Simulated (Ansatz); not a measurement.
Cubic perovskite LaAlO3 (cubic high-temperature phase) was calculated with PBE+SOC (PAW; Ansatz, an electronic-structure program).

Run with plane-wave cutoff 520 eV, 10×10×10 k mesh, Fermi–Dirac smearing 0.01 eV, PAW data made under PBE.

Equation-of-state points:

| V (Å³/atom) | E − E_lowest (meV/atom) |
|---|---|
| 10.418 | 26.64 |
| 10.639 | 11.41 |
| 10.861 | 2.75 |
| 11.083 | 0.00 |
| 11.304 | 2.56 |
| 11.526 | 9.92 |
| 11.748 | 21.58 |

### Question
Fit the third-order Birch–Murnaghan equation and give B0 and B′.

### Answer
V0 = 11.083 Å³/atom, B0 = 192 GPa, B′ = 4.2 (fit to the energies at full precision).

Measured, for comparison: bulk modulus 215 ± 4 GPa (room temperature, no zero-point or thermal correction, cubic phase above 14 GPa, extrapolated to zero pressure; as tabulated in Guennou et al. (2011), arXiv:1105.1276). Computed (rounded) less measured: bulk modulus -11 %.

Note: the relaxation could not lower the start's symmetry, so the cell can be a saddle point above a distorted one.

Computed values are for the static lattice.
